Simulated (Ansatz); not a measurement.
# KBr: the cost of one run

Computed with Ansatz 0.2.0 (DFT PBE, scalar-relativistic, plane waves, PAW, unless a step's input says otherwise).

## Step 1: Starting point

It takes space group P4/mmm (No. 123, tetragonal). Conventional cell: a = 3.738 Å, b = 3.738 Å, c = 5.121 Å, α = 90.00°, β = 90.00°, γ = 90.00°. Around K (site symmetry 4/mmm) lie 8 Br at 3.68 Å and 4 K at 3.74 Å. Br (site symmetry 4/mmm) has 8 K at 3.68 Å and 4 Br at 3.74 Å as nearest neighbours.

As a file:

```cif
data_structure
_symmetry_space_group_name_H-M 'P 1'
_symmetry_Int_Tables_number 1
_cell_length_a 3.7377
_cell_length_b 3.7377
_cell_length_c 5.1206
_cell_angle_alpha 90.000
_cell_angle_beta 90.000
_cell_angle_gamma 90.000
_cell_volume 71.54
loop_
_atom_site_label
_atom_site_type_symbol
_atom_site_fract_x
_atom_site_fract_y
_atom_site_fract_z
_atom_site_occupancy
K1 K 0.00000 0.00000 0.00000 1
Br1 Br 0.50000 0.50000 0.50000 1
```

The cell is invented: species swapped into a database cell of FePt (P4/mmm, No. 123), with K on the Fe sites and Br on the Pt sites. The dimensions are guesses.

## Step 2: A first look at the guess

File input.yaml:

```yaml
crystal:
  lattice:
    - [3.7376904, 0.0, 0.0]
    - [0.0, 3.7376904, 0.0]
    - [0.0, 0.0, 5.12062315]
  atoms:
    - { symbol: K, position: [0.0, 0.0, 0.0] }
    - { symbol: Br, position: [0.5, 0.5, 0.5] }
basis:
  ecutwfc: 420
kpoints:
  mp_grid: { grid: [6, 6, 4] }
hamiltonian:
  xc: pbe
scf:
  occupations: { method: gaussian, width: 0.1 }
  lower_state_search: "off"
output:
  forces: true
  stress: true
  eigenvalues: true
```

Launch:

```
ansatz run input.yaml --threads 1 --pin off --max-ram 2560MiB --backend cpu --events-out ev --progress --plain --runs-dir out
```

Q: Estimate wall time and peak memory on 1 thread of Arm Neoverse V1, shared host.

About 1.9 s, with a peak of 0.29 GiB.
